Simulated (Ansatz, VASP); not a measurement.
# Two plane-wave programs on O

```
O
1.0
     2.85140   -1.66242    0.00000
     2.85140    1.66242    0.00000
    -2.39449    0.00000    3.64705
O
2
Direct
  0.02545 0.02545 0.15557
  0.97455 0.97455 0.84443
```

Alike in both runs: task single point; functional PBE; k mesh 10 × 10 × 8; occupations fermi-dirac, width 0.05 eV; collinear spin.

|  | VASP | Ansatz |
| --- | --- | --- |
| version | VASP 6.6.1 | Ansatz 0.2.0 |
| potentials or method | VASP PAW PBE potentials, release 64 (O) | PAW with Ansatz's default frozen-core files, scalar-relativistic |
| plane-wave cutoff (eV) | 520 | 420 |
| valence electrons in the cell | 12 | 12 |

```tsv
	VASP	Ansatz	Ansatz less VASP
pressure (GPa)	2.5	0.7	-1.76
largest component of the traceless stress (GPa)	1.98	1.27	-0.713
rms of the force components (eV/Å)	0.431	0.203	-0.2278
net moment per atom (μB)	1.00	1.00	0.000
size of the moment on the site where the two differ most (μB)	0.81	0.56	-0.249
```

Site moments also hang on the region over which each program counts them. Atom by atom the forces differ by 0.635 eV/Å (rms over components).

Caveats: the standard files for N, O and F lose accuracy on very short bonds. PBE gaps usually lie below the measured ones, often by a third to a half. A k mesh can miss the band edges.
